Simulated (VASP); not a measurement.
A run of VASP 6.6.1:

INCAR

```
  PREC = Accurate
  ENCUT = 600
  EDIFF = 1E-7
  ISMEAR = 0
  SIGMA = 0.1
  LREAL = False
  LASPH = True
  NELM = 100
  ALGO = Normal
  ISIF = 3
  LWAVE = False
  LCHARG = False
  ISPIN = 2
  MAGMOM = 1
  LORBIT = 11
  LMAXMIX = 4
  METAGGA = R2SCAN
  LMIXTAU = True
  LUSE_VDW = True
  IVDW_NL = 2
  BPARAM = 11.95
  CPARAM = 0.0093
  IBRION = 2
  NSW = 90
  EDIFFG = -0.005
```

Contents of KPOINTS:

```
Automatic mesh
0
Gamma
  20 20 20
```

The input POSCAR:

```
Ni
1.0
    0.0000000000      1.7756500000      1.7756500000
    1.7756500000      0.0000000000      1.7756500000
    1.7756500000      1.7756500000      0.0000000000
Ni
1
Direct
    0.0000000000      0.0000000000      0.0000000000
```

Potentials or basis: VASP PAW PBE potentials, release 64 (Ni).

Launch:

```sh
$ cat potpaw_PBE.64/Ni/POTCAR > POTCAR
$ mpirun -np 1 vasp_std > vasp.out
```

Hardware: 1 thread of Intel(R) Xeon(R) Platinum 8559C (Emerald Rapids), with other jobs on the host.

How long does it take, and how much memory?

Wall time 20 min on 1 thread of Intel(R) Xeon(R) Platinum 8559C (Emerald Rapids), on a shared host, peak memory 0.23 GiB. Counts: scf iterations 60, k points 256, ion steps 5.
